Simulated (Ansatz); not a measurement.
Li:

```
Li
1.0
    -1.75465    1.75465    1.75465
     1.75465   -1.75465    1.75465
     1.75465    1.75465   -1.75465
Li
1
Direct
  0.00000 0.00000 0.00000
```

Base run:

| Item | Value |
| --- | --- |
| Program | Ansatz 0.2.0 |
| Functional | PBE |
| Potentials or basis | all-electron LAPW, scalar-relativistic |
| Cutoff | 67 eV (chosen from the basis error) |
| Basis error allowed | 0.001 eV/atom |
| k mesh | 11 × 11 × 11 |
| Occupations | fermi-dirac, width 0.05 eV |
| Spin | no spin polarisation |

Its results: band gap on the k mesh none (metal or under the smearing width); pressure -0.8 GPa.

Question: The run is repeated on the same cell with these changes: functional from PBE to PBE-LYP; potentials or basis from all-electron LAPW, scalar-relativistic to all-electron PAW datasets made for the crystal. What comes out?

Answer: Band gap on the k mesh none (metal or under the smearing width); pressure -1.4 GPa.

The runs don't all hold the same shells in valence.
